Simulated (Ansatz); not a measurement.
# Zr: two-dimensional strain map

Theory: DFT LDA, scalar-relativistic, plane waves, PAW in Ansatz 0.2.0. Cutoff 420 eV, Γ-centred 18×18×18 k-points, Gaussian smearing of 0.15 eV. No spin polarisation. Energies are free energies at this smearing, counted from the undisturbed cell; pressure is positive in compression.

Zero of the scan (as given, not relaxed at this level; it stands at -5.7 GPa; this fcc form isn't the usual structure):

```xyz
1
Lattice="0.0000 2.2550 2.2550 2.2550 0.0000 2.2550 2.2550 2.2550 0.0000" Properties=species:S:1:pos:R:3 pbc="T T T"
Zr    0.0000    0.0000    0.0000
```

The cell is strained by p along both x and y and by q along z, fractional coordinates fixed. Points are written (p, q).

Energy above the undisturbed cell in meV/atom (a dash: not computed):

| p \ q | -0.030 | 0.000 | 0.030 |
| --- | --- | --- | --- |
| -0.030 | -19.2 | -24.2 | -14.0 |
| 0.000 | -17.5 | 0.0 | 30.9 |
| 0.030 | 33.8 | 70.9 | – |

Pressure in GPa:

```
 p \ q  -0.030  0.000  0.030
-0.030     3.2   -0.1   -3.0
 0.000    -3.0   -5.7   -8.0
 0.030    -8.0  -10.1      –
```